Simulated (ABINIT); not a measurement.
# InP (F-43m) in ABINIT: settings compared

Aim: see how the results for InP move with the level of theory and the settings. Levels: TB-mBJ, r2SCAN. Tasks: band structure, equation of state.

All numbers are computed with ABINIT 10.8.3 (patched build); they aren't measurements. Logs are shortened: lines on timing, memory, paths and dates and some standing lists are left out, and cuts for length are marked. The log counts tension as positive stress, the text compression.

**The experiment to reproduce.**

From a printed reference work, data compilation, for a bulk crystal of InP: band gap 1.4236 eV (direct) at 1.6 K; bulk modulus 71 GPa.

The results are compared with them further down.

### 1 The crystal as given

It takes space group F-43m (No. 216, cubic). The conventional cell has a = 5.861 Å, b = 5.861 Å, c = 5.861 Å, α = 90.00°, β = 90.00°, γ = 90.00°. In (site symmetry -43m) has 4 P at 2.54 Å as nearest neighbours. Around P (site symmetry -43m) lie 4 In at 2.54 Å.

### 2 Band structure, TB-mBJ

The input, run.abi:

```
# Datasets: ground state, then fixed potential
ndtset 2

# Pseudopotentials
pp_dirpath "./"
pseudos "In.LDA_PW-JTH.xml, P.LDA_PW-JTH.xml"

# Structure
acell 3*1.0 Angstrom
rprim
     0.0000000000     2.9305000000     2.9305000000
     2.9305000000     0.0000000000     2.9305000000
     2.9305000000     2.9305000000     0.0000000000
ntypat 2
znucl 49 15
natom 2
typat 1 2
xred
     0.0000000000     0.0000000000     0.0000000000
     0.7500000000     0.7500000000     0.7500000000

# Plane-wave basis
ecut 26.0
pawecutdg 48.0

# Exchange and correlation
ixc -208012
usekden 1
pawxcdev 0

# Bands and occupations
occopt 3
tsmear 0.05 eV

# SCF cycle
nstep 100
diemix 0.3
optforces 0
optstress 0

# Output
iomode 3
prtwf 0
prteig 0
prtebands 0
prtden1 1
prtkden1 1

# Dataset 1
kptopt1 1
ngkpt1 8 8 8
nshiftk1 1
shiftk1 0.0 0.0 0.0
nband1 13
tolvrs1 1.0e-7

# Dataset 2: bands along G-X-W-K-G-L-U-W-L-K
iscf2 -2
getden2 1
getkden2 1
nband2 19
nbdbuf2 4
tolwfr2 1.0e-11
kptopt2 -9
ndivsm2 8
prteig2 1
kptbounds2
     0.0000000000     0.0000000000     0.0000000000
     0.5000000000     0.0000000000     0.5000000000
     0.5000000000     0.2500000000     0.7500000000
     0.3750000000     0.3750000000     0.7500000000
     0.0000000000     0.0000000000     0.0000000000
     0.5000000000     0.5000000000     0.5000000000
     0.6250000000     0.2500000000     0.6250000000
     0.5000000000     0.2500000000     0.7500000000
     0.5000000000     0.5000000000     0.5000000000
     0.3750000000     0.3750000000     0.7500000000
```

Potentials or basis: JTH PAW LDA v2.0.

Command:

```sh
$ abinit run.abi > log 2>&1
```

run.abo:

```text
.Version 10.8.3 of ABINIT
 DATASET    1 : space group F-4 3 m (#216); Bravais cF (face-center cubic)
================================================================================
 Values of the parameters that define the memory need for DATASET  1.
     intxc =       0    ionmov =       0      iscf =       7    lmnmax =      18
     lnmax =       6     mgfft =      36  mpssoang =       3    mqgrid =    3001
     natom =       2  nloc_mem =       2    nspden =       1   nspinor =       1
    nsppol =       1      nsym =      24    n1xccc =       1    ntypat =       2
    occopt =       3   xclevel =       2
       mpw =        2180          nfft =       46656          nkpt =          29
 PAW method is used; the additional fine FFT grid is defined by:
   mgfftf=        50    nfftf =    125000
================================================================================
================================================================================

 DATASET    2 : space group F-4 3 m (#216); Bravais cF (face-center cubic)
================================================================================
 Values of the parameters that define the memory need for DATASET  2.
     intxc =       0    ionmov =       0      iscf =      -2    lmnmax =      18
     lnmax =       6     mgfft =      36  mpssoang =       3    mqgrid =    3001
     natom =       2  nloc_mem =       2    nspden =       1   nspinor =       1
    nsppol =       1      nsym =      24    n1xccc =       1    ntypat =       2
    occopt =       3   xclevel =       2
       mpw =        2180          nfft =       46656          nkpt =         139
 PAW method is used; the additional fine FFT grid is defined by:
   mgfftf=        50    nfftf =    125000
================================================================================
================================================================================

--------------------------------------------------------------------------------
------------- Echo of variables that govern the present computation ------------
--------------------------------------------------------------------------------
 -outvars: echo values of preprocessed input variables --------
            acell      1.8897261259E+00  1.8897261259E+00  1.8897261259E+00 Bohr
              amu      1.14820000E+02  3.09737620E+01
           diemix      3.00000000E-01
             ecut      2.60000000E+01 Hartree
           getden1          0
           getden2          1
          getkden1          0
          getkden2          1
             iscf1          7
             iscf2         -2
                       outvar_i_n : Printing only first  50 k-points.
              ixc     -208012
           jdtset        1    2
                       outvar_i_n : Printing only first  50 k-points.
           kptopt1          1
           kptopt2         -9
         kptrlatt        8    0    0      0    8    0      0    0    8
          kptrlen1     6.26535348E+01
          kptrlen2     3.00000000E+01
            natom           2
            nband1         13
            nband2         19
           nbdbuf1          0
           nbdbuf2          4
           ndtset           2
           ndivsm1          0
           ndivsm2          8
            ngfft          36      36      36
          ngfftdg          50      50      50
             nkpt1         29
             nkpt2        139
            nstep         100
             nsym          24
           ntypat           2
           occopt           3
        optforces           0
        optstress           0
        pawecutdg      4.80000000E+01 Hartree
         pawxcdev           0
        prtebands           0
           prteig1          0
           prteig2          1
          prtkden           1
            prtwf           0
            rprim      0.0000000000E+00  2.9305000000E+00  2.9305000000E+00
                       2.9305000000E+00  0.0000000000E+00  2.9305000000E+00
                       2.9305000000E+00  2.9305000000E+00  0.0000000000E+00
           shiftk1     0.00000000E+00  0.00000000E+00  0.00000000E+00
           shiftk2     5.00000000E-01  5.00000000E-01  5.00000000E-01
          spgroup         216
           tolvrs1     1.00000000E-07
           tolvrs2     0.00000000E+00
           tolwfr1     0.00000000E+00
           tolwfr2     1.00000000E-11
           tsmear      1.83746611E-03 Hartree
            typat      1  2
          usekden           1
           useylm           1
                       outvars : Printing only first  50 k-points.
           xangst      0.0000000000E+00  0.0000000000E+00  0.0000000000E+00
[... 223 lines left out ...]
 R(2)=  5.5378424  0.0000000  5.5378424  G(2)=  0.0902879 -0.0902879  0.0902879
 R(3)=  5.5378424  5.5378424  0.0000000  G(3)=  0.0902879  0.0902879 -0.0902879
 Unit cell volume ucvol=  3.3966576E+02 bohr^3
 Angles (23,13,12)=  6.00000000E+01  6.00000000E+01  6.00000000E+01 degrees

 Coarse grid specifications (used for wave-functions):

 getcut: wavevector=  0.0000  0.0000  0.0000  ngfft=  36  36  36
         ecut(hartree)=     26.000   => boxcut(ratio)=   2.00260

 Fine grid specifications (used for densities):

 getcut: wavevector=  0.0000  0.0000  0.0000  ngfft=  50  50  50
         ecut(hartree)=     48.000   => boxcut(ratio)=   2.04787
--------------------------------------------------------------------------------

================================================================================
 Non-SCF case, kpt    1 (  0.00000  0.00000  0.00000), residuals and eigenvalues=
  5.62E-12  3.23E-12  3.88E-12  7.44E-12  3.99E-12  6.96E-12  5.50E-12  4.99E-12
  3.05E-12  7.57E-12  6.49E-12  2.42E-12  3.21E-12  4.83E-12  6.99E-12  8.88E-12
  2.71E-12  4.76E-12  4.20E-11
 -3.5560E-01 -3.5560E-01 -3.5560E-01 -3.4945E-01 -3.4945E-01 -2.4338E-01
  1.7446E-01  1.7446E-01  1.7446E-01  2.3196E-01  3.4537E-01  3.4537E-01
  3.4537E-01  5.2678E-01  5.3022E-01  5.3022E-01  6.1555E-01  6.1555E-01
  6.1555E-01
 Non-SCF case, kpt    2 (  0.02174  0.00000  0.02174), residuals and eigenvalues=
  9.16E-13  1.93E-12  3.33E-12  4.32E-12  3.39E-12  3.00E-12  1.06E-12  8.69E-12
  4.48E-12  6.65E-12  1.19E-12  3.06E-12  5.30E-12  5.17E-12  1.14E-12  6.88E-12
[... 1087 lines left out ...]
  1.09E-12  1.91E-12  7.37E-12  7.64E-12  9.88E-12  4.09E-12  9.51E-12  8.73E-07
  8.27E-06  2.03E-06  8.74E-04
 -3.6103E-01 -3.5304E-01 -3.5259E-01 -3.5025E-01 -3.4881E-01 -1.6099E-01
 -1.9528E-02  6.1072E-02  1.0939E-01  2.8799E-01  3.6405E-01  4.6383E-01
  4.6770E-01  5.0506E-01  5.4874E-01  6.7748E-01  7.1143E-01  7.2227E-01
  7.5620E-01
 Non-SCF case, kpt  139 (  0.37500  0.37500  0.75000), residuals and eigenvalues=
  1.26E-12  3.16E-12  1.47E-12  1.33E-12  3.78E-12  1.77E-12  8.36E-12  9.61E-12
  5.82E-12  3.14E-12  1.06E-12  2.13E-12  1.70E-12  3.19E-12  2.25E-12  2.35E-08
  4.49E-07  1.81E-05  5.41E-05
 -3.6114E-01 -3.5294E-01 -3.5250E-01 -3.5034E-01 -3.4875E-01 -1.6005E-01
 -2.0462E-02  6.1951E-02  1.0739E-01  2.8603E-01  3.5668E-01  4.7084E-01
  4.7419E-01  5.0721E-01  5.5289E-01  6.7465E-01  7.0423E-01  7.2987E-01
  7.5678E-01

Result for kinetic energy density :

--------------------------------------------------------------------------------
 Total kinetic energy density [Ha/Bohr^3]
)     Maximum=    1.1041E+00  at reduced coord.    0.0200    0.0600    0.9000
)     Minimum=    7.8138E-04  at reduced coord.    0.2600    0.2400    0.2400
   Integrated=    1.6532E+01
--------------------------------------------------------------------------------

--- !ResultsGS
iteration_state: {dtset: 2, }
comment   : Summary of ground state results
lattice_vectors:
- [  0.0000000,   5.5378424,   5.5378424, ]
- [  5.5378424,   0.0000000,   5.5378424, ]
- [  5.5378424,   5.5378424,   0.0000000, ]
lattice_lengths: [   7.83169,    7.83169,    7.83169, ]
lattice_angles: [ 60.000,  60.000,  60.000, ] # degrees, (23, 13, 12)
lattice_volume:   3.3966576E+02
convergence: {deltae:  0.000E+00, res2:  0.000E+00, residm:  9.999E-12, diffor:  0.000E+00, }
etotal    :  -5.13174311E+01
entropy   :   0.00000000E+00
fermie    :   2.04403443E-01
cartesian_stress_tensor: null
pressure_GPa: null
xred      :
- [  0.0000E+00,   0.0000E+00,   0.0000E+00, In]
- [  7.5000E-01,   7.5000E-01,   7.5000E-01,  P]
cartesian_forces: null
force_length_stats: {min: null, max: null, mean: null, }
...

 Integrated electronic density in atomic spheres:
 ------------------------------------------------
 Atom  Sphere_radius  Integrated_density
    1        2.50645         11.20436952
    2        1.60765          1.54689681

================================================================================

 ----iterations are completed or convergence reached----

 Mean square residual over all n,k,spin=   47.249E-13; max=  99.989E-13
 reduced coordinates (array xred) for    2 atoms
       0.000000000000      0.000000000000      0.000000000000
       0.750000000000      0.750000000000      0.750000000000

 cartesian coordinates (angstrom) at end:
    1      0.00000000000000     0.00000000000000     0.00000000000000
    2      4.39575000000000     4.39575000000000     4.39575000000000
 length scales=  1.889726125908  1.889726125908  1.889726125908 bohr
              =  1.000000000000  1.000000000000  1.000000000000 angstroms
 Eigenvalues (hartree) for nkpt= 139  k points:
 kpt#   1, nband= 19, wtk=  1.00000, kpt=  0.0000  0.0000  0.0000 (reduced coord)
  -0.35560   -0.35560   -0.35560   -0.34945   -0.34945   -0.24338    0.17446    0.17446
   0.17446    0.23196    0.34537    0.34537    0.34537    0.52678    0.53022    0.53022
   0.61555    0.61555    0.61555
 kpt#   2, nband= 19, wtk=  1.00000, kpt=  0.0217  0.0000  0.0217 (reduced coord)
  -0.35564   -0.35558   -0.35558   -0.34945   -0.34944   -0.24312    0.17189    0.17384
   0.17384    0.23450    0.34456    0.34624    0.34624    0.52746    0.52830    0.53038
   0.61612    0.61612    0.61741
 kpt#   3, nband= 19, wtk=  1.00000, kpt=  0.0435  0.0000  0.0435 (reduced coord)
  -0.35575   -0.35554   -0.35554   -0.34946   -0.34943   -0.24234    0.16522    0.17204
   0.17204    0.24108    0.34222    0.34883    0.34883    0.52030    0.53087    0.53250
   0.61783    0.61783    0.62222
 kpt#   4, nband= 19, wtk=  1.00000, kpt=  0.0652  0.0000  0.0652 (reduced coord)
  -0.35593   -0.35547   -0.35547   -0.34951   -0.34940   -0.24103    0.15620    0.16918
   0.16918    0.24990    0.33859    0.35300    0.35300    0.51026    0.53168    0.53934
   0.62069    0.62069    0.62856
 kpt#   5, nband= 19, wtk=  1.00000, kpt=  0.0870  0.0000  0.0870 (reduced coord)
[... 525 lines left out ...]
   0.11442    0.29263    0.37424    0.44570    0.45024    0.51311    0.54657    0.66454
   0.69901    0.71688    0.75711
 kpt# 137, nband= 19, wtk=  1.00000, kpt=  0.3929  0.3929  0.7143 (reduced coord)
  -0.36089   -0.35315   -0.35269   -0.35014   -0.34886   -0.16254   -0.01848    0.06178
   0.11176    0.29023    0.37027    0.45529    0.45838    0.50794    0.54674    0.67403
   0.71104    0.71575    0.75456
 kpt# 138, nband= 19, wtk=  1.00000, kpt=  0.3839  0.3839  0.7321 (reduced coord)
  -0.36103   -0.35304   -0.35259   -0.35025   -0.34881   -0.16099   -0.01953    0.06107
   0.10939    0.28799    0.36405    0.46383    0.46770    0.50506    0.54874    0.67748
   0.71143    0.72227    0.75620
 kpt# 139, nband= 19, wtk=  1.00000, kpt=  0.3750  0.3750  0.7500 (reduced coord)
  -0.36114   -0.35294   -0.35250   -0.35034   -0.34875   -0.16005   -0.02046    0.06195
   0.10739    0.28603    0.35668    0.47084    0.47419    0.50721    0.55289    0.67465
   0.70423    0.72987    0.75678

== END DATASET(S) ==============================================================
================================================================================

 -outvars: echo values of variables after computation  --------
            acell      1.8897261259E+00  1.8897261259E+00  1.8897261259E+00 Bohr
           etotal1    -5.1317431053E+01
            fcart1     9.9999999999E+99  9.9999999999E+99  9.9999999999E+99
                       9.9999999999E+99  9.9999999999E+99  9.9999999999E+99
            rprim      0.0000000000E+00  2.9305000000E+00  2.9305000000E+00
                       2.9305000000E+00  0.0000000000E+00  2.9305000000E+00
                       2.9305000000E+00  2.9305000000E+00  0.0000000000E+00
           strten1     9.9999999999E+99  9.9999999999E+99  9.9999999999E+99
                       9.9999999999E+99  9.9999999999E+99  9.9999999999E+99
           xangst      0.0000000000E+00  0.0000000000E+00  0.0000000000E+00
                       4.3957500000E+00  4.3957500000E+00  4.3957500000E+00
             xred      0.0000000000E+00  0.0000000000E+00  0.0000000000E+00
                       7.5000000000E-01  7.5000000000E-01  7.5000000000E-01
 Calculation completed.
```

Wall time 7.5 min (1 thread of Arm Neoverse V2, shared host); peak memory 0.23 GiB.

What came out:

```
Band gap on the k mesh                                : 1.56 eV, direct
Band gap along the path                               : 1.56 eV, direct
Valence electrons inside the program's atomic spheres : In 11.20; P 1.55
```

Levels at the corners of the path, in eV from the valence-band top:
```
point  band 7  band 8  band 9  band 10  band 11  band 12
    Γ    0.00    0.00    0.00     1.56     4.65     4.65
    X   -5.45   -2.19   -2.19     2.51     2.89     9.99
    W   -5.30   -2.75   -2.68     4.88     4.90     6.24
    K   -5.30   -3.06   -1.83     3.04     4.96     8.06
    Γ    0.00    0.00    0.00     1.56     4.65     4.65
    L   -5.41   -0.92   -0.92     2.21     5.34     5.34
    U   -5.30   -3.06   -1.83     3.04     4.96     8.06
    W   -5.30   -2.75   -2.68     4.88     4.90     6.24
    L   -5.41   -0.92   -0.92     2.21     5.34     5.34
    K   -5.30   -3.06   -1.83     3.04     4.96     8.06
```

Caveat: the constant c of TB-mBJ comes from the pseudo density here, which moves gaps by up to 0.3 eV between sets of potentials; the PAW data sets were made with another functional, which shifts forces and pressure a little; spin-orbit coupling is left out, which moves the levels of the heavy elements.

(Part 1 of 2 ends here.)
